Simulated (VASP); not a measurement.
# SnSe2: Br into a neighbouring Se vacancy, part 4 of 4

How hard is this move in SnSe2: Br into a neighbouring Se vacancy? Both ends are relaxed first, then a band of images between them. The start is a cell from a database of measured crystal structures.

VASP 6.6.1, plane waves and PAW; the level of theory is named at each step.

So far. Step 4 (Relax the start): The run ended after 24 ionic steps, 0.625 eV below its first step, once the forces on the free atoms met EDIFFG = -0.05. Step 5 (Relax the end): The run ended after 26 ionic steps, 0.645 eV below its first step, once the forces on the free atoms met EDIFFG = -0.05.

### 6. Nudged elastic band

Level of this step: PBE, spin-polarised, with small moments to start from; plane waves and PAW (Sn, Se, Br) (VASP).

Images on a straight line between the ends relax across the path, while springs keep them spaced along it.

INCAR reads:

```
SYSTEM = Sn8Se14Br
PREC = Normal
ENCUT = 280
EDIFF = 1E-05
NELM = 120
ISMEAR = 0
SIGMA = 0.05
LREAL = Auto
ALGO = Fast
GGA = PE
NBANDS = 98
ISPIN = 2
MAGMOM = 0 0 0 0 0 0 0 0.6 0 0 0.6 0 0 0 0 0 0 0 0 0 0 0 0.6
LWAVE = .FALSE.
LCHARG = .FALSE.
LASPH = .TRUE.
IMAGES = 3
SPRING = -5
IBRION = 1
POTIM = 0.3
NSW = 60
EDIFFG = -0.05
ISYM = 0
ISIF = 0
```

POSCAR reads:

```
Sn8Se14Br
1.0
    7.7503128848      0.0000000000      0.0000000000
   -3.8751564424      6.7119678456      0.0000000000
    0.0000000000      0.0000000000     14.0075321212
Sn Se Br
8 14 1
Direct
    0.9998132080      0.0000416003      0.9995582524
    0.9730796159      0.9868060075      0.5025178067
    0.9992653708      0.4993769809      0.9993234215
    0.9950041987      0.4979207660      0.4957652151
    0.4991141723      0.9993524189      0.0001117921
    0.5155375045      0.0267524440      0.5099746035
    0.4999458794      0.4999844926      0.9998453109
    0.5144879038      0.4862630954      0.5099840175
    0.3339275416      0.1667962600      0.8861937182
    0.3321140046      0.6657043464      0.8862200964
    0.8361935533      0.1783847972      0.3805040307
    0.8320704849      0.1659922288      0.8861796865
    0.8356030256      0.6583918402      0.3806833612
    0.8337897943      0.6669461553      0.8860298293
    0.1656489602      0.3325135206      0.1130020667
    0.1550481639      0.3356496853      0.6087458771
    0.1653342381      0.8323417683      0.1131093196
    0.1558708148      0.8204615955      0.6086239754
    0.6667354673      0.3336185967      0.1133827943
    0.7105810922      0.3548402197      0.6291359605
    0.6664170367      0.8330847866      0.1134301536
    0.6508928335      0.8243588900      0.6148067890
    0.3220140416      0.6613714730      0.3741447061
```

KPOINTS reads:

```
Automatic mesh
0
Gamma
2 2 1
0 0 0
```

00/POSCAR reads:

```
Sn8Se14Br
1.0
    7.7503128848      0.0000000000      0.0000000000
   -3.8751564424      6.7119678456      0.0000000000
    0.0000000000      0.0000000000     14.0075321212
Sn Se Br
8 14 1
Direct
    0.9998132080      0.0000416003      0.9995582524
    0.9730796159      0.9868060075      0.5025178067
    0.9992653708      0.4993769809      0.9993234215
    0.9950041987      0.4979207660      0.4957652151
    0.4991141723      0.9993524189      0.0001117921
    0.5155375045      0.0267524440      0.5099746035
    0.4999458794      0.4999844926      0.9998453109
    0.5144879038      0.4862630954      0.5099840175
    0.3339275416      0.1667962600      0.8861937182
    0.3321140046      0.6657043464      0.8862200964
    0.8361935533      0.1783847972      0.3805040307
    0.8320704849      0.1659922288      0.8861796865
    0.8356030256      0.6583918402      0.3806833612
    0.8337897943      0.6669461553      0.8860298293
    0.1656489602      0.3325135206      0.1130020667
    0.1550481639      0.3356496853      0.6087458771
    0.1653342381      0.8323417683      0.1131093196
    0.1558708148      0.8204615955      0.6086239754
    0.6667354673      0.3336185967      0.1133827943
    0.7105810922      0.3548402197      0.6291359605
    0.6664170367      0.8330847866      0.1134301536
    0.6508928335      0.8243588900      0.6148067890
    0.3220140416      0.6613714730      0.3741447061
```

01/POSCAR reads:

```
Sn8Se14Br
1.0
    7.7503128848      0.0000000000      0.0000000000
   -3.8751564424      6.7119678456      0.0000000000
    0.0000000000      0.0000000000     14.0075321212
Sn Se Br
8 14 1
Direct
    0.9998834951      0.0001058910      0.9995113148
    0.9788209888      0.9896330891      0.5007997183
    0.9994981617      0.4995903719      0.9993633102
    0.9894832737      0.4950645985      0.4974523204
    0.4995180459      0.9995696281     -0.0000982986
    0.5154273218      0.0166411740      0.5095177407
    0.4999668986      0.4999843885      0.9997062199
    0.5148428507      0.4964956419      0.5096291536
    0.3336106496      0.1665817155      0.8860882029
    0.3325432518      0.6660970155      0.8860831380
    0.8368175060      0.1739658402      0.3803237988
    0.8327330634      0.1662812262      0.8860773069
    0.8363341044      0.6633945034      0.3805015021
    0.8337220081      0.6669874670      0.8859781054
    0.1659769200      0.3328344397      0.1129667613
    0.1556239210      0.3322637302      0.6086308571
    0.1656722372      0.8327008951      0.1130542804
    0.1560996920      0.8241955878      0.6085813468
    0.6665379338      0.3333647899      0.1132878344
    0.6954337093      0.3470678192      0.6252677910
    0.6666653997      0.8331873688      0.1132696666
    0.6658634569      0.8319793932      0.6182102197
    0.3223783451      0.7863570955      0.3740121814
```

02/POSCAR reads:

```
Sn8Se14Br
1.0
    7.7503128848      0.0000000000      0.0000000000
   -3.8751564424      6.7119678456      0.0000000000
    0.0000000000      0.0000000000     14.0075321212
Sn Se Br
8 14 1
Direct
    0.9999537822      0.0001701817      0.9994643771
    0.9845623617      0.9924601707      0.4990816298
    0.9997309526      0.4998037629      0.9994031990
    0.9839623488      0.4922084310      0.4991394256
    0.4999219194      0.9997868374     -0.0003083892
    0.5153171390      0.0065299040      0.5090608778
    0.4999879178      0.4999842844      0.9995671288
    0.5151977975      0.5067281884      0.5092742898
    0.3332937576      0.1663671710      0.8859826876
    0.3329724989      0.6664896846      0.8859461796
    0.8374414587      0.1695468832      0.3801435668
    0.8333956418      0.1665702236      0.8859749272
    0.8370651831      0.6683971666      0.3803196430
    0.8336542220      0.6670287786      0.8859263816
    0.1663048798      0.3331553588      0.1129314559
    0.1561996781      0.3288777752      0.6085158371
    0.1660102362      0.8330600220      0.1129992413
    0.1563285691      0.8279295801      0.6085387182
    0.6663404003      0.3331109832      0.1131928746
    0.6802863264      0.3392954186      0.6213996215
    0.6669137628      0.8332899510      0.1131091795
    0.6808340803      0.8395998964      0.6216136505
    0.3227426486      0.9113427180      0.3738796566
```

03/POSCAR reads:

```
Sn8Se14Br
1.0
    7.7503128848      0.0000000000      0.0000000000
   -3.8751564424      6.7119678456      0.0000000000
    0.0000000000      0.0000000000     14.0075321212
Sn Se Br
8 14 1
Direct
    1.0000240694      0.0002344723      0.9994174394
    0.9903037346      0.9952872523      0.4973635414
    0.9999637434      0.5000171539      0.9994430877
    0.9784414238      0.4893522636      0.5008265309
    0.5003257930      1.0000040466     -0.0005184799
    0.5152069562     -0.0035813659      0.5086040150
    0.5000089371      0.4999841802      0.9994280378
    0.5155527444      0.5169607349      0.5089194260
    0.3329768656      0.1661526266      0.8858771723
    0.3334017460      0.6668823537      0.8858092212
    0.8380654114      0.1651279261      0.3799633349
    0.8340582203      0.1668592209      0.8858725476
    0.8377962618      0.6733998299      0.3801377838
    0.8335864358      0.6670700903      0.8858746577
    0.1666328396      0.3334762779      0.1128961505
    0.1567754351      0.3254918202      0.6084008171
    0.1663482353      0.8334191488      0.1129442022
    0.1565574463      0.8316635724      0.6084960896
    0.6661428668      0.3328571764      0.1130979148
    0.6651389435      0.3315230180      0.6175314520
    0.6671621258      0.8333925332      0.1129486924
    0.6958047037      0.8472203996      0.6250170812
    0.3231069520      1.0363283404      0.3737471318
```

04/POSCAR reads:

```
Sn8Se14Br
1.0
    7.7503128848      0.0000000000      0.0000000000
   -3.8751564424      6.7119678456      0.0000000000
    0.0000000000      0.0000000000     14.0075321212
Sn Se Br
8 14 1
Direct
    1.0000943565      0.0002987630      0.9993705018
    0.9960451075      0.9981143339      0.4956454530
    1.0001965343      0.5002305449      0.9994829764
    0.9729204988      0.4864960961      0.5025136362
    0.5007296666      1.0002212558     -0.0007285706
    0.5150967735     -0.0136926359      0.5081471522
    0.5000299563      0.4999840761      0.9992889468
    0.5159076913      0.5271932814      0.5085645621
    0.3326599736      0.1659380821      0.8857716570
    0.3338309932      0.6672750228      0.8856722628
    0.8386893641      0.1607089691      0.3797831030
    0.8347207988      0.1671482183      0.8857701680
    0.8385273406      0.6784024931      0.3799559247
    0.8335186496      0.6671114020      0.8858229338
    0.1669607994      0.3337971970      0.1128608451
    0.1573511922      0.3221058651      0.6082857971
    0.1666862344      0.8337782757      0.1128891630
    0.1567863235      0.8353975647      0.6084534610
    0.6659453333      0.3326033696      0.1130029549
    0.6499915606      0.3237506175      0.6136632825
    0.6674104889      0.8334951154      0.1127882054
    0.7107753271      0.8548409028      0.6284205119
    0.3234712555      1.1613139629      0.3736146071
```

The projector-augmented-wave data sets are Sn, Se and Br (PBE family, release 64).

Run with:

```bash
$ mpirun -np 3 vasp_std
```

The program printed:

```text
[banner, memory and clock lines left out]
running    3 mpi-ranks, on    1 nodes
 each image running on    1 cores
[...]
01/POSCAR found :  3 types and      23 ions
 LDA part: xc-table for (Slater+PW92), standard interpolation
[...]
00/POSCAR found :  3 types and      23 ions
[...]
04/POSCAR found :  3 types and      23 ions
 POSCAR, INCAR and KPOINTS ok, starting setup
[...]
entering main loop
       N       E                     dE             d eps       ncg     rms          rms(c)
DAV:   1     0.479227588734E+03    0.47923E+03   -0.31725E+04  1568   0.617E+02
DAV:   2    -0.414180596865E+02   -0.52065E+03   -0.49740E+03  1966   0.147E+02
DAV:   3    -0.893664197658E+02   -0.47948E+02   -0.47056E+02  1944   0.467E+01
DAV:   4    -0.902360552108E+02   -0.86964E+00   -0.86404E+00  1968   0.705E+00
[...]
RMM:  19    -0.878617880220E+02   -0.18650E-04   -0.56724E-05  1309   0.138E-02    0.630E-03
RMM:  20    -0.878618001186E+02   -0.12097E-04   -0.37728E-05  1247   0.115E-02    0.587E-03
RMM:  21    -0.878618084143E+02   -0.82957E-05   -0.19654E-05  1089   0.840E-03
   1 F= -.87861808E+02 E0= -.87855943E+02  d E =-.878618E+02  mag=     0.1015
[... from here on, the cycles between the ionic steps are left out ...]
   2 F= -.87973845E+02 E0= -.87968385E+02  d E =-.112036E+00  mag=     0.0822
   6 F= -.88150317E+02 E0= -.88146353E+02  d E =-.194682E-01  mag=     0.0090
  11 F= -.88173779E+02 E0= -.88170837E+02  d E =0.682666E-02  mag=     0.0000
  16 F= -.88167256E+02 E0= -.88165332E+02  d E =-.311855E-02  mag=    -0.0000
  21 F= -.88167005E+02 E0= -.88164943E+02  d E =0.112396E-02  mag=     0.0000
  26 F= -.88164444E+02 E0= -.88163471E+02  d E =-.160091E-03  mag=    -0.0000
  31 F= -.88162141E+02 E0= -.88161088E+02  d E =0.323456E-02  mag=     0.0000
  36 F= -.88160155E+02 E0= -.88159302E+02  d E =0.401215E-02  mag=     0.0000
  41 F= -.88165452E+02 E0= -.88164052E+02  d E =-.201774E-02  mag=    -0.0000
  46 F= -.88165671E+02 E0= -.88164532E+02  d E =-.135788E-02  mag=    -0.0000
  51 F= -.88169437E+02 E0= -.88167980E+02  d E =-.728487E-02  mag=    -0.0000
  56 F= -.88163285E+02 E0= -.88162614E+02  d E =0.230252E-03  mag=     0.0000
  59 F= -.88167671E+02 E0= -.88166193E+02  d E =-.131130E-02  mag=    -0.0000
  60 F= -.88164378E+02 E0= -.88163207E+02  d E =0.329274E-02  mag=     0.0000
 BRION: g(F)=  0.426E-02 g(S)=  0.000E+00 retain N=  1 mean eig= 7.75
 eig:   7.749
```

It took 87 min on 3 MPI ranks of AMD EPYC 7R43, shared host; peak memory 1 GiB.

Parts of OUTCAR (step 6):

```text
  tangential force (eV/A)        -0.509118
  left and right image   1.066735  1.074023 A

  tangential force (eV/A)        -0.503310
  left and right image   1.069307  1.076965 A

 spin component 1
 k-point     1 :       0.0000    0.0000    0.0000
  band No.  band energies     occupation
    ...
     59       1.4516      1.00000
     60       1.4535      1.00000
     61       1.5232      1.00000
     62       1.8229      1.00000
     63       1.9309      1.00000
     64       2.3170      0.00014
     65       2.3819      0.00000
     66       2.3920      0.00000
     67       2.5624      0.00000
     68       3.2239      0.00000
    ...

 k-point     2 :       0.5000    0.0000    0.0000
  band No.  band energies     occupation
    ...
     57       1.1090      1.00000
     58       1.2868      1.00000
     59       1.4536      1.00000
     60       1.4623      1.00000
     61       1.7939      1.00000
     62       2.3495      0.00000
     63       2.6414      0.00000
     64       2.9488      0.00000
     65       3.3385      0.00000
     66       3.3400      0.00000
    ...

 POSITION                                       TOTAL-FORCE (eV/Angst)
 -----------------------------------------------------------------------------------
      7.74929     -0.00075     13.99552        -0.007331     -0.002990     -0.004370
      3.79158      6.68190      6.96550        -0.054376      0.055692     -0.032613
      5.81076      3.35492     13.99892        -0.010552      0.000334     -0.014631
      5.71887      3.41485      6.96338        -0.018932      0.048972     -0.019819
     -0.00179      6.71180     14.00119         0.007906      0.005294     -0.006856
      3.96247      0.15353      7.27507        -0.015057      0.045716      0.002073
      1.93610      3.35840     14.00260         0.014197     -0.001037     -0.005273
      2.04498      3.30010      7.12905         0.023691     -0.005422      0.029357
      1.93810      1.12106     12.40827        -0.001788     -0.001644     -0.005994
     -0.00568      4.47048     12.41054        -0.001047      0.002195     -0.001364
      5.72129      1.31879      5.35573        -0.055206      0.041067     -0.016516
      5.81660      1.12188     12.40753        -0.008753      0.003042      0.000122
      3.83008      4.39434      5.30320        -0.003994      0.036973      0.000500
      3.87102      4.46840     12.40536        -0.002162      0.001745      0.002986
[...]
-----------------------------------------------------------------------------------
    total drift:                                0.000537      0.006501      0.032224

  FREE ENERGIE OF THE ION-ELECTRON SYSTEM (eV)
  ---------------------------------------------------
  free  energy   TOTEN  =       -88.1643777747 eV

  energy  without entropy=      -88.1620360355  energy(sigma->0) =      -88.16320691

  tangential force (eV/A)        -0.515606
  left and right image   1.063042  1.069535 A

[... 5 parts as in an earlier step ...]

[... 9 further parts left out ...]
[key lines of the parts left out:]
E-fermi :   2.1887
```

The band used up its steps before its forces met the threshold, so no barrier is taken from it.

### 7. Results

```json
{
  "result": "none"
}
```

In words: The session ends without its result: «nudged elastic band» used up its steps.

[Lines on the potential files, build, host, timing and source positions are cut from VASP's logs without a mark.]

[Logs are printed without paths, hosts, clocks, repeated set-up lines and the standing remarks that a program may print on its own settings, such as how far it seeks lower states.]

[Hosts, paths, dates, database ids (printed as entryN), source tags and the programs' standing remarks are cut or masked in the printed files.]

[Runs that stopped without an error message from VASP are left out.]
